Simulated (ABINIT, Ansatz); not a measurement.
# SrO (Fm-3m): modes at Γ and the response to a field, part 2 of 2

Which modes does SrO (Fm-3m) have at the zone centre?

ABINIT 10.8.3; DFT LDA, scalar-relativistic, plane waves, PseudoDojo norm-conserving pseudopotentials.

So far. Step 3 (Ground state): The cell stands at -0.58 GPa: the relaxation ran with a smoothed and higher cutoff and on another k mesh. Step 5 (Linear response at Γ): The acoustic modes at Γ come out as far as 2.2 cm⁻¹ from zero, where they should vanish, a small numerical error; the Born charges miss their sum rule by 1.7e-4 e, which is good. The relaxed cell has a = 5.061 Å (conventional setting).

The database entry behind the starting cell differs from later determinations by our own check (about 0.5 % short), so it need not match the best structure at ambient conditions.

### Step 6. Modes with the sum rule

anaddb reads the merged derivatives, imposes the acoustic sum rule and charge neutrality, and adds the LO-TO term along chosen directions.

File anaddb.abi:

```
ddb_filepath "gamma_DDB"
output_file "anaddb.abo"
outdata_prefix "anaddb"
asr 1
chneut 1
enunit 2
eivec 1
nph1l 1
qph1l 0.0 0.0 0.0 1.0
dieflag 1
nph2l 3
qph2l 
    1.0 0.0 0.0 0.0
    0.0 0.0 1.0 0.0
    1.0 1.0 1.0 0.0
```

File mrgddb.in:

```
gamma_DDB
merged
2
dfpt_gammao_DS2_DDB
gso_DDB
```

Started as:

```
$ mrgddb < mrgddb.in > mrgddb.log
$ OMP_NUM_THREADS=1 anaddb anaddb.abi > anaddb.log
```

anaddb.abo, the main output file:

```text
[banners, grids, parts of the stress and lines that vanish by symmetry left out]
-outvars_anaddb: echo values of input variables ----------------------

 Flags :
[...]
Dielectric Tensor and Effective Charges
[...]
Effective charge tensors after
[...]
Phonon wavevector (reduced coordinates) :  0.00000  0.00000  0.00000
 Phonon energies in Hartree :
[...]
Phonon energies in meV     :
-  0.000000E+00  0.000000E+00  0.000000E+00  2.690856E+01  2.690856E+01
-  2.690856E+01
 Phonon frequencies in cm-1    :
-  0.000000E+00  0.000000E+00  0.000000E+00  2.170322E+02  2.170322E+02
-  2.170322E+02
 Phonon frequencies in Thz     :
-  0.000000E+00  0.000000E+00  0.000000E+00  6.506461E+00  6.506461E+00
-  6.506461E+00
 Phonon energies in Kelvin  :
-  0.000000E+00  0.000000E+00  0.000000E+00  3.122609E+02  3.122609E+02
-  3.122609E+02
[...]
-  1  0.00000000E+00  0.00000000E+00  2.30090891E-03
-     0.00000000E+00  0.00000000E+00  0.00000000E+00
-  2  0.00000000E+00  0.00000000E+00  2.30090844E-03
-     0.00000000E+00  0.00000000E+00  0.00000000E+00
[...]
-  1  0.00000000E+00 -2.30090891E-03  0.00000000E+00
-     0.00000000E+00  0.00000000E+00  0.00000000E+00
-  2  0.00000000E+00 -2.30090844E-03  0.00000000E+00
-     0.00000000E+00  0.00000000E+00  0.00000000E+00
[...]
-  1  2.30090891E-03  0.00000000E+00  0.00000000E+00
-     0.00000000E+00  0.00000000E+00  0.00000000E+00
-  2  2.30090844E-03  0.00000000E+00  0.00000000E+00
-     0.00000000E+00  0.00000000E+00  0.00000000E+00
[...]
-  1  0.00000000E+00  1.19207350E-07 -9.83217403E-04
-     0.00000000E+00  0.00000000E+00  0.00000000E+00
-  2 -2.21578900E-07 -6.52833867E-07  5.38454733E-03
-     0.00000000E+00  0.00000000E+00  0.00000000E+00
[...]
-  1  0.00000000E+00 -9.83217401E-04 -1.19204286E-07
-     0.00000000E+00  0.00000000E+00  0.00000000E+00
-  2 -4.07722058E-07  5.38454732E-03  6.52817087E-07
-     0.00000000E+00  0.00000000E+00  0.00000000E+00
[...]
-  1  9.83217408E-04  0.00000000E+00  0.00000000E+00
-     0.00000000E+00  0.00000000E+00  0.00000000E+00
-  2 -5.38454736E-03 -4.07695191E-07 -2.21628330E-07
-     0.00000000E+00  0.00000000E+00  0.00000000E+00
[...]
-     1          0.000000     0.000000     0.000000     0.000000
-     2          0.000000    -0.000000     0.000000     0.000000
-     3          0.000000     0.000000     0.000000     0.000000
-     4          0.000119     0.000349    -2.879797     2.879797
-     5          0.000218    -2.879797    -0.000349     2.879797
-     6          2.879797     0.000218     0.000119     2.879797
[...]
-   1     Real    0.0000E+00  0.0000E+00  0.0000E+00  0.0000E+00  0.0000E+00  0.0000E+00  0.0000E+00
[...]
-   2     Real    0.0000E+00  0.0000E+00  0.0000E+00  0.0000E+00  0.0000E+00  0.0000E+00  0.0000E+00
[...]
-   3     Real    0.0000E+00  0.0000E+00  0.0000E+00  0.0000E+00  0.0000E+00  0.0000E+00  0.0000E+00
[...]
-   4     Real    4.2075E-13  3.6524E-12  2.4847E-04  1.2397E-12 -1.0225E-08 -3.0125E-08  2.4847E-04
[...]
-   5     Real    1.4246E-12  2.4847E-04  3.6522E-12 -1.8814E-08 -2.2810E-12  3.0124E-08  2.4847E-04
[...]
-   6     Real    2.4847E-04  1.4244E-12  4.2094E-13  1.8813E-08  1.0227E-08  7.7434E-13  2.4847E-04
[...]
Phonon at Gamma, with non-analyticity in the
[...]
Phonon energies in Hartree :
[...]
Phonon energies in meV     :
-  0.000000E+00  0.000000E+00  0.000000E+00  2.690856E+01  2.690856E+01
-  5.885020E+01
 Phonon frequencies in cm-1    :
-  0.000000E+00  0.000000E+00  0.000000E+00  2.170322E+02  2.170322E+02
-  4.746589E+02
 Phonon frequencies in Thz     :
-  0.000000E+00  0.000000E+00  0.000000E+00  6.506461E+00  6.506461E+00
-  1.422992E+01
 Phonon energies in Kelvin  :
-  0.000000E+00  0.000000E+00  0.000000E+00  3.122609E+02  3.122609E+02
-  6.829282E+02
[...]
-  1  0.00000000E+00  0.00000000E+00  2.30090891E-03
-     0.00000000E+00  0.00000000E+00  0.00000000E+00
-  2  0.00000000E+00  0.00000000E+00  2.30090844E-03
-     0.00000000E+00  0.00000000E+00  0.00000000E+00
[...]
Phonon at Gamma, with non-analyticity in the
[...]
Phonon energies in Hartree :
[...]
Phonon energies in meV     :
-  0.000000E+00  0.000000E+00  0.000000E+00  2.690856E+01  2.690856E+01
-  5.885020E+01
 Phonon frequencies in cm-1    :
-  0.000000E+00  0.000000E+00  0.000000E+00  2.170322E+02  2.170322E+02
-  4.746589E+02
 Phonon frequencies in Thz     :
-  0.000000E+00  0.000000E+00  0.000000E+00  6.506461E+00  6.506461E+00
-  1.422992E+01
 Phonon energies in Kelvin  :
-  0.000000E+00  0.000000E+00  0.000000E+00  3.122609E+02  3.122609E+02
-  6.829282E+02
[...]
Phonon at Gamma, with non-analyticity in the
[...]
Phonon energies in Hartree :
[...]
Phonon energies in meV     :
-  0.000000E+00  0.000000E+00  0.000000E+00  2.690856E+01  2.690856E+01
-  5.885020E+01
 Phonon frequencies in cm-1    :
-  0.000000E+00  0.000000E+00  0.000000E+00  2.170322E+02  2.170322E+02
-  4.746589E+02
 Phonon frequencies in Thz     :
-  0.000000E+00  0.000000E+00  0.000000E+00  6.506461E+00  6.506461E+00
-  1.422992E+01
 Phonon energies in Kelvin  :
-  0.000000E+00  0.000000E+00  0.000000E+00  3.122609E+02  3.122609E+02
-  6.829282E+02
[...]
-  1  5.66651392E-07 -2.30090815E-03 -1.76247118E-06
-     0.00000000E+00  0.00000000E+00  0.00000000E+00
-  2  5.66526394E-07 -2.30090780E-03 -1.76259569E-06
-     0.00000000E+00  0.00000000E+00  0.00000000E+00
[...]
-  1  2.30090878E-03  5.66267736E-07  4.50698106E-07
-     0.00000000E+00  0.00000000E+00  0.00000000E+00
-  2  2.30090843E-03  5.66392491E-07  4.50822885E-07
-     0.00000000E+00  0.00000000E+00  0.00000000E+00
[...]
-  1  1.38029443E-04  6.15871505E-04 -7.53900948E-04
-     0.00000000E+00  0.00000000E+00  0.00000000E+00
-  2 -7.55912238E-04 -3.37279351E-03  4.12870574E-03
-     0.00000000E+00  0.00000000E+00  0.00000000E+00
[...]
-  1  7.90838495E-04 -5.14956251E-04 -2.75882243E-04
-     0.00000000E+00  0.00000000E+00  0.00000000E+00
-  2 -4.33099261E-03  2.82013551E-03  1.51085710E-03
-     0.00000000E+00  0.00000000E+00  0.00000000E+00
[...]
Direction                     Dielectric constant
[...]
0.00000   0.00000   1.00000     18.45954793
   1.00000   1.00000   1.00000     18.45954793
-
```

The job ended after 0.51 s (1 thread of Arm Neoverse V1, shared host).

This step gave:

```yaml
highest_optical_zone_centre_mode_no_lo_to_term: 217.0 cm⁻¹
lowest_optical_zone_centre_mode: 217.0 cm⁻¹
mean_static_dielectric_constant: 18.46
highest_mode_moved_by_the_lo_to_term: 474.7 cm⁻¹
```

No LO-TO term; unit eigenvectors of the mass-weighted matrix, from anaddb's displacements. The modes at Γ (shares of kinetic energy by element, %):

| mode | frequency (cm⁻¹) | symmetry | Sr % | O % |
| --- | --- | --- | --- | --- |
| 1 | 0.0 | acoustic | 85 | 15 |
| 2 | 0.0 | acoustic | 85 | 15 |
| 3 | 0.0 | acoustic | 85 | 15 |
| 4 | 217.0 | T1u | 15 | 85 |
| 5 | 217.0 | T1u | 15 | 85 |
| 6 | 217.0 | T1u | 15 | 85 |

Displacements in mode 4 (217.0 cm⁻¹), the largest set to 1:
```
Sr1  0.00  0.00 -0.18
O2   0.00  0.00  1.00
```

Trace of the oscillator strength, degenerate modes summed. Lines of the infrared spectrum (strongest = 100):

| position (cm⁻¹) | lines merged | IR intensity, relative |
| --- | --- | --- |
| 217 | 3 | 100 |

Static dielectric tensor (ions relaxed, fixed cell):

```
18.46  0.00  0.00
 0.00 18.46  0.00
 0.00  0.00 18.46
```

The rule moves no optical mode by more than 0.1 cm⁻¹.

### Step 7. The same in Ansatz

The same cell, potentials and cutoff go through another code, on another k mesh. Its k mesh is centred on Γ.

This step: DFT LDA, scalar-relativistic, plane waves, PseudoDojo norm-conserving pseudopotentials (Ansatz 0.2.0).

File input.yaml:

```yaml
crystal:
  lattice:
    - [0.0, 2.5304813747, 2.5304813747]
    - [2.5304813747, 0.0, 2.5304813747]
    - [2.5304813747, 2.5304813747, 0.0]
  atoms:
    - { symbol: Sr, position: [0.5, 0.5, 0.5] }
    - { symbol: O, position: [0.0, 0.0, 0.0] }
kpoints:
  mp_grid: { grid: [8, 8, 8] }
hamiltonian:
  xc: lda
  pseudopotentials: { kind: nc, accuracy: standard }
scf:
  occupations: { method: fixed }
output:
  eigenvalues: true
basis:
  ecutwfc: 979.61
phonons:
  method: dfpt
  dielectric: true
  rigid_motions: translations
```

Started as:

```
$ ansatz run input.yaml --threads 2 --pin off --max-ram 4096MiB --backend cpu --events-out ev --progress --plain --runs-dir out
```

The log of the run:

```text
Warning: basis.ecutwfc = 979.61 eV is below the records' recommended 1142.878222 eV, and the density's cutoff is lower with it unless basis.ecutrho_ratio is high enough to keep the records' density cutoff: compare with a run at a higher cutoff
Engine: ansatz 0.2.0, aarch64-unknown-linux-gnu
Pseudopotentials: kind: nc
Pseudopotential: Sr, nc, valence charge 10, recommended cutoff 925.187132 eV (normal), Sr.nc.azcp (PseudoDojo's, or run here from an input of PseudoDojo's; its table is named by hamiltonian.pseudopotentials.accuracy)
Pseudopotential: O, nc, valence charge 6, recommended cutoff 1142.878222 eV (normal), O.nc.azcp (PseudoDojo's, or run here from an input of PseudoDojo's; its table is named by hamiltonian.pseudopotentials.accuracy)
Functional definition: SPW92
  exchange = slater_x
  correlation = pw_c
Crystal: 2 atoms, lattice volume = 32.407 Å³
Basis set: ecut = 979.61 eV, 2229 PW (Γ), exchange–correlation on 80×80×80 points (8 copies of the dense FFT grid, shifted against one another)
Bands: 12, of which v1, the nominal top of the filled ones, is band 8 counted from 1 (7 counted from 0)
Symmetry: 48 space group operations
k-points: 59 of 512 (irreducible under 8 space group operations, time reversal used)
Non-local potential: Sr, projectors of the file, l = 0: 2, l = 1: 2, l = 2: 2
Non-local potential: O, projectors of the file, l = 0: 2, l = 1: 2, l = 2: 1
Initial density: superposition of atomic densities (chi_scale 0.1, normalization cell, long waves kept (reshape's long-wave potential 0.00 eV rms))
Initial wavefunctions: pseudopotential atomic-orbital guess
Functional: x = slater, c = lda
SCF iter   1: F=—  HF=-1385.865764 eV  |F-HF|=—  |Δ(HF+E_count)|=         —  Δρ=8.53e-2  dr2=1.97e0  ethr=3.10e-3  ⟨swp⟩=5.6  Hψ=4322  notcnv=0  defer=107
preconditioner: auto → none  [insulator: Δε(μ)=2.063 eV  Ē_g=16.050 eV  n_scr=8 (ndim 8)  ℏωp=24.4 eV  f_vac=0.000  ε∞_Penn≈3.3]
SCF iter   2: F=—  HF=-1385.672334 eV  |F-HF|=—  |Δ(HF+E_count)|=   1.93e-1  Δρ=6.61e-2  dr2=1.44e0  ethr=3.10e-3  ⟨swp⟩=3.0  Hψ=1896  notcnv=0  defer=109
SCF iter   3: F=—  HF=-1385.345186 eV  |F-HF|=—  |Δ(HF+E_count)|=   3.27e-1  Δρ=1.51e-2  dr2=5.96e-2  ethr=3.10e-3  ⟨swp⟩=2.6  Hψ=1159  notcnv=0  defer=116
SCF iter   4: F=—  HF=-1385.334104 eV  |F-HF|=—  |Δ(HF+E_count)|=   1.11e-2  Δρ=2.73e-3  dr2=1.43e-3  ethr=3.72e-4  ⟨swp⟩=2.6  Hψ=1263  notcnv=0  defer=116
SCF iter   5: F=—  HF=-1385.334108 eV  |F-HF|=—  |Δ(HF+E_count)|=   3.97e-6  Δρ=4.65e-4  dr2=3.47e-5  ethr=8.92e-6  ⟨swp⟩=2.3  Hψ=1145  notcnv=0  defer=116
SCF iter   6: F=—  HF=-1385.334113 eV  |F-HF|=—  |Δ(HF+E_count)|=   5.52e-6  Δρ=5.97e-5  dr2=5.31e-7  ethr=2.17e-7  ⟨swp⟩=2.2  Hψ=1038  notcnv=0  defer=96
SCF iter   7: F=—  HF=-1385.334110 eV  |F-HF|=—  |Δ(HF+E_count)|=   3.24e-6  Δρ=6.89e-6  dr2=1.32e-8  ethr=3.32e-9  ⟨swp⟩=2.6  Hψ=1121  notcnv=0  defer=43
SCF iter   8: F=-1385.334110 eV  HF=-1385.334110 eV  |F-HF|=1.57e-11  |Δ(HF+E_count)|=   1.83e-9  Δρ=6.66e-7  dr2=4.26e-11  ethr=1.00e-12  ⟨swp⟩=10.2  Hψ=6492  notcnv=0
SCF 1 converged in 8 iterations: F = -1385.334110 eV  dr2 = 4.26e-11
DFPT response loops at Γ: preconditioner auto → none (the input reference at scf.mixing.eps_inf says where Resta's filter doesn't serve); β = 0.50; Broyden in place of MSR1
── the response to a field inside a basis, on 8×8×8 k-points: an SCF that follows is theirs, and a resumed run solves both again ──
Bands: 9, of which v1, the nominal top of the filled ones, is band 8 counted from 1 (7 counted from 0)
k-points: 60 of 512 (irreducible under 12 space group operations)
Initial density: handed on by an earlier stage of this run
Initial wavefunctions: pseudopotential atomic-orbital guess (no wavefunctions were taken with the density)
Eigensolver: Dense (60 Hₖ)
SCF iter   1: F=—  HF=-1385.336276 eV  |F-HF|=—  |Δ(HF+E_count)|=         —  Δρ=6.56e-4  dr2=1.28e-5  ethr=1.00e-1
preconditioner: auto → none  [insulator: Δε(μ)=3.328 eV  Ē_g=13.806 eV  n_scr=8 (ndim 8)  ℏωp=24.4 eV  f_vac=0.000  ε∞_Penn≈4.1]
SCF iter   2: F=—  HF=-1385.336279 eV  |F-HF|=—  |Δ(HF+E_count)|=   3.26e-6  Δρ=3.46e-4  dr2=6.33e-6  ethr=8.02e-8
SCF iter   3: F=—  HF=-1385.336280 eV  |F-HF|=—  |Δ(HF+E_count)|=   4.78e-7  Δρ=1.91e-4  dr2=2.46e-6  ethr=3.96e-8
SCF iter   4: F=-1385.336280 eV  HF=-1385.336280 eV  |F-HF|=8.39e-11  |Δ(HF+E_count)|=  1.44e-10  Δρ=1.33e-5  dr2=7.70e-9  ethr=1.54e-8
SCF 1 converged in 4 iterations: F = -1385.336280 eV  dr2 = 7.70e-9
DFPT response loops at Γ: mixed as the last ones told, above
SCF converged after 8 iterations
Free energy (F): -1385.334110 eV
Harris-Foulkes:  -1385.334110 eV  (|F-HF|=1.57e-11)
Internal energy: -1385.334110 eV  (E = F + TS)
E sigma→0 (E₀):  -1385.334110 eV
Fermi energy:    8.155098 eV
--- Per-component energies (eV) ---
  E_band       = -51.193164
  E_kinetic    = 553.145980
  E_local      = -811.373361  (includes V_loc(G=0)·N_el)
  E_nonlocal   = 70.001968
  E_hartree    = 217.639826
  E_xc         = -341.653794
  E_vxc        = -298.247371  (∫ρ·V_xc dr)
  E_ewald      = -1073.094728
  E_smearing   = -0.000000  (= −TS)
  E_closure    = 0.000000  (closes the sum)
  Σ components = -1385.334110   (vs F -1385.334110, Δ=0.00e0)
--- Band table (eV; the first three rows and the last of 59) ---
  k-point 0: bands = [... 4 lower, -5.3846, 8.1551, 8.1551, 8.1551, 12.3272, 14.4341, 14.4341, 14.4341]
  k-point 1: bands = [... 4 lower, -5.0328, 7.6771, 7.9420, 7.9420, 13.0501, 14.2563, 14.7581, 14.7581]
  k-point 2: bands = [... 4 lower, -4.5301, 6.8024, 7.4842, 7.4842, 14.2014, 14.6113, 15.6445, 15.6445]
  k-point 58: bands = [... 4 lower, -4.7435, 6.9546, 7.7912, 7.7912, 14.2152, 14.2152, 17.2030, 19.7981]
--- Phonons (Γ-DFPT): 2 representative perturbations + reference, on 59 of 512 k-points (Σ response iterations 6) ---
  k mesh reduced under 8 symmetry operations, with k and −k counted as one. Each operation leaves every solved perturbation unchanged. A smaller set is not considered because the run solves the response to a homogeneous field
  ASR residual: 9.298e-4 → 0.000e0 eV/Å²; symmetrization residual: 6.845e-7 eV/Å²
  ASR residual per site (eV/Å²): 9.30e-4 2.03e-4
  Γ frequencies (cm⁻¹): 0.00 0.00 0.00 216.98 216.98 216.98
  ε∞ (high-frequency dielectric tensor):
        3.860978     0.000000     0.000000
        0.000000     3.860978    -0.000000
        0.000000    -0.000000     3.860978
  ε⁰ (static dielectric tensor: ions relaxed, cell fixed):
       18.471087     0.000000     0.000000
        0.000000    18.471087    -0.000000
        0.000000    -0.000000    18.471087
  ε⁰ − ε∞ (ionic part):
       14.610109     0.000000     0.000000
        0.000000    14.610109    -0.000000
        0.000000    -0.000000    14.610109
  softest optical mode at Γ: 216.98 cm⁻¹; the repairs (sum rule, projections) moved no ω² at Γ by more than (1.88 cm⁻¹)²
  Born effective charges Z* (e; rows j = field, columns β = displacement):
    site 0:
         2.47560    0.00000    0.00000
         0.00000    2.47560    0.00000
         0.00000   -0.00000    2.47560
    site 1:
        -2.47560   -0.00000   -0.00000
        -0.00000   -2.47560   -0.00000
        -0.00000    0.00000   -2.47560
  Z* charge neutrality: 9.290e-4 e pre-enforcement
  solved inside a basis spanned on kpoints, on 8×8×8 k-points, its susceptibility summed on 12×12×12: ε∞ is read to err by 9.3e-3, Z* by 1.1e-2 e (field_mesh: kpoints solves on kpoints); Z* is corrected for what the basis lacks
  optical modes at Γ without the LO–TO term, one row a degenerate level:
      ω (cm⁻¹)  modes    IR ((D/Å)²/amu)
        216.98      3            31.3536
  optical modes at Γ + LO–TO along q̂ = [1.0000, 0.0000, 0.0000]:
      ω (cm⁻¹)  modes    IR ((D/Å)²/amu)
        216.98      2            20.9024
        474.58      1            10.4512
  optical modes at Γ + LO–TO along q̂ = [0.0000, 1.0000, 0.0000]:
      ω (cm⁻¹)  modes    IR ((D/Å)²/amu)
        216.98      2            20.9024
        474.58      1            10.4512
  optical modes at Γ + LO–TO along q̂ = [0.0000, 0.0000, 1.0000]:
      ω (cm⁻¹)  modes    IR ((D/Å)²/amu)
        216.98      2            20.9024
        474.58      1            10.4512
```

It took 26 s on 2 threads; peak memory 0.53 GiB.

Numbers from this step:

* gap on the k-mesh: 3.132 eV
* sum-rule residual before enforcement: 9.30e-4 eV/Å²
* miss of the charge sum rule: 9.29e-4 e
* estimated error of the dielectric tensor: 0.009257
* estimated error of the Born charges: 0.01110 e
* mean high-frequency dielectric constant: 3.861
* largest Born charge in size (third of the trace): 2.476 e
* mean static dielectric constant: 18.47
* highest mode moved by the LO-TO term: 474.6 cm⁻¹

Transverse modes. Lines of the infrared spectrum (strongest = 100):

| position (cm⁻¹) | label | IR intensity ((D/Å)²/amu), degenerate modes summed, relative |
| --- | --- | --- |
| 217 | T1u | 100 |

### Step 8. The two compared: ABINIT PseudoDojo and Ansatz, PseudoDojo

Numbers from this step:

| Property | Result |
| --- | --- |
| root-mean-square difference | 0.05 cm⁻¹ |
| largest difference | 0.05 cm⁻¹ |

Frequencies side by side, by row:

| q (reciprocal lattice) | mode | ABINIT PseudoDojo (cm⁻¹) | Ansatz, PseudoDojo (cm⁻¹) |
| --- | --- | --- | --- |
| 0 0 0 | 1 | 0 | 0 |
| 0 0 0 | 2 | 0 | 0 |
| 0 0 0 | 3 | 0 | 0 |
| 0 0 0 | 4 | 217 | 217 |
| 0 0 0 | 5 | 217 | 217 |
| 0 0 0 | 6 | 217 | 217 |

The two runs side by side. Further quantities:

| quantity | ABINIT PseudoDojo | Ansatz, PseudoDojo |
| --- | --- | --- |
| mean ε∞ | 3.859 | 3.861 |
| largest Born charge in size (e; the first before, the second after the charge sum rule) | 2.475 | 2.476 |
| summed IR intensity ((D/Å)²/amu) | 31.35 | 31.35 |

At the zone centre the largest difference (acoustic modes at Γ apart) is 0.02 % of the highest mode.

### Step 9. Results

```json
{
  "space group after relaxation": "Fm-3m",
  "volume per atom": "16.2 Å³",
  "highest optical zone-centre mode (no LO-TO term)": "217.0 cm⁻¹",
  "highest mode moved by the LO-TO term": "474.7 cm⁻¹",
  "mean high-frequency dielectric constant": "3.86",
  "largest Born charge in size (third of the trace)": "2.48 e",
  "mean static dielectric constant": "18.5",
  "imaginary optical modes at the zone centre (no q mesh in this session)": "none",
  "largest difference from Ansatz, PseudoDojo": "0.05 cm⁻¹"
}
```

At the LDA level the optical modes of SrO (Fm-3m) at the zone centre (no LO-TO term) lie at 217 cm⁻¹. The base run prints -0.58 GPa, mostly the error of a finite basis; the relaxation, with a smoothed and higher cutoff, had brought the cell to rest. Along the directions run, the highest mode that the macroscopic field moves lies at 475 cm⁻¹. Lattice motion raises the mean dielectric constant from 3.859 to 18.46. The Born charge of Sr is 2.475 e against a formal charge of +2, somewhat above it. The Lyddane-Sachs-Teller relation holds: (ωLO/ωTO)² is 4.78 and ε₀/ε∞ is 4.78. ABINIT PseudoDojo and Ansatz, PseudoDojo agree to 0.05 cm⁻¹ (0.02 % of the highest mode compared) on all solved modes but the acoustic ones at Γ, without the LO-TO term. These are harmonic frequencies at zero temperature: anharmonic shifts and linewidths and thermal expansion are left out. Ansatz warns that the cutoff lies 14 % under the one recommended for these files; agreement at one cutoff is not convergence.

[Host names and launcher messages were left out of these logs when they were recorded.]

[Logs are printed without paths, hosts, clocks, repeated set-up lines and the standing remarks that a program may print on its own settings, such as how far it seeks lower states.]

[Hosts, paths, dates, database ids (printed as entryN), source tags and the programs' standing remarks are cut or masked in the printed files.]
